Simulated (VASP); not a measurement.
# In: intraband terms of a metal's spectrum

In, P6_3/mmc (no. 194), 2 atoms in the cell. PBE, independent-particle dielectric function; PAW potentials In_d (PBE set).

## Input

INCAR.step1:
```
  PREC = Accurate
  ENCUT = 280
  ISMEAR = 1
  SIGMA = 0.1
  EDIFF = 1E-7
  LASPH = T
  KPAR = 4
  LWAVE = F
  LCHARG = T
  LMAXMIX = 4
```

INCAR.step2:
```
  PREC = Accurate
  ENCUT = 280
  ISMEAR = 0
  SIGMA = 0.3
  EDIFF = 1E-6
  LASPH = T
  KPAR = 4
  LWAVE = T
  LCHARG = F
  LMAXMIX = 4
  ICHARG = 11
  NBANDS = 31
  NEDOS = 3000
  OMEGAMAX = 30
  CSHIFT = 0.1
```

INCAR.step3, as INCAR.step2 but for:
```
- LWAVE = T
+ LWAVE = F
+ LOPTICS = T
+ ALGO = None
+ NELM = 1
+ ISTART = 1
```

INCAR.step4, as INCAR.step3 but for:
```
+ WPLASMAI = 0.03
```

INCAR.step5 to INCAR.step6 change the same tag again: WPLASMAI = 0.1, 0.3.

INCAR.step7, as INCAR.step6 but for:
```
- WPLASMAI = 0.3
+ RTIME = 5
```

INCAR.step8, as INCAR.step7 but for:
```
- RTIME = 5
+ RTIME = 40
```

INCAR.step9, as INCAR.step8 but for:
```
- RTIME = 40
+ LNABLA = T
```

INCAR.step10, as INCAR.step9 but for:
```
- ISMEAR = 0
- LNABLA = T
+ ISMEAR = -5
```

KPOINTS.step1:
```
k-points
0
Gamma
  9 9 5
```

KPOINTS.step2:
```
k-points
0
Gamma
  19 19 10
```

POSCAR:
```
In
1.0
    3.3354847820      0.0000000000      0.0000000000
   -1.6677423910      2.8886145552      0.0000000000
    0.0000000000      0.0000000000      5.5091429200
In
2
Direct
    0.6666666667      0.3333333333      0.7500000000
    0.3333333333      0.6666666667      0.2500000000
```

Commands (each step's output is kept before the next begins):
```
cat potpaw_PBE.64/In_d/POTCAR > POTCAR
cp INCAR.step1 INCAR
cp KPOINTS.step1 KPOINTS
mpirun -np 4 vasp_std > vasp.out
cp INCAR.step2 INCAR
cp KPOINTS.step2 KPOINTS
mpirun -np 4 vasp_std > vasp.out
cp INCAR.step3 INCAR
mpirun -np 4 vasp_std > vasp.out
cp INCAR.step4 INCAR
mpirun -np 4 vasp_std > vasp.out
cp INCAR.step5 INCAR
mpirun -np 4 vasp_std > vasp.out
cp INCAR.step6 INCAR
mpirun -np 4 vasp_std > vasp.out
cp INCAR.step7 INCAR
mpirun -np 4 vasp_std > vasp.out
cp INCAR.step8 INCAR
mpirun -np 4 vasp_std > vasp.out
cp INCAR.step9 INCAR
mpirun -np 4 vasp_std > vasp.out
cp INCAR.step10 INCAR
mpirun -np 4 vasp_std > vasp.out
```

## Result

- Bands: 31

One ground state, settings moved in the last step alone:

| Settings | Plasma frequency (eV) | Im ε at 0.5 eV | Im ε at 1 eV | Im ε at 2 eV | Im ε at 4 eV | Time (s) |
|---|---|---|---|---|---|---|
| interband part alone | 9.90 | 50.8 | 60.0 | 10.6 | 1.6 | 12 |
| Drude term, WPLASMAI 0.03 | 9.90 | 74.3 | 62.9 | 11.0 | 1.6 | 12 |
| Drude term, WPLASMAI 0.1 | 9.90 | 126.3 | 69.7 | 11.9 | 1.7 | 12 |
| Drude term, WPLASMAI 0.3 | 9.90 | 224.0 | 87.0 | 14.2 | 2.0 | 12 |
| relaxation time RTIME 5 fs | 9.90 | 147.4 | 72.7 | 12.2 | 1.8 | 12 |
| relaxation time RTIME 40 fs | 9.90 | 63.7 | 61.6 | 10.8 | 1.6 | 10 |
| transversal form (LNABLA) | 9.99 | 51.6 | 61.0 | 10.8 | 1.6 | 10 |
| tetrahedron method | – | – | – | – | – | no result |

Limits: Spin-orbit coupling is left out, which can matter with atoms this heavy.

VASP 6.6.1 took 104 s on 4 cores (Intel Xeon Platinum 8375C @ 2.90GHz (Ice Lake)), a shared host.
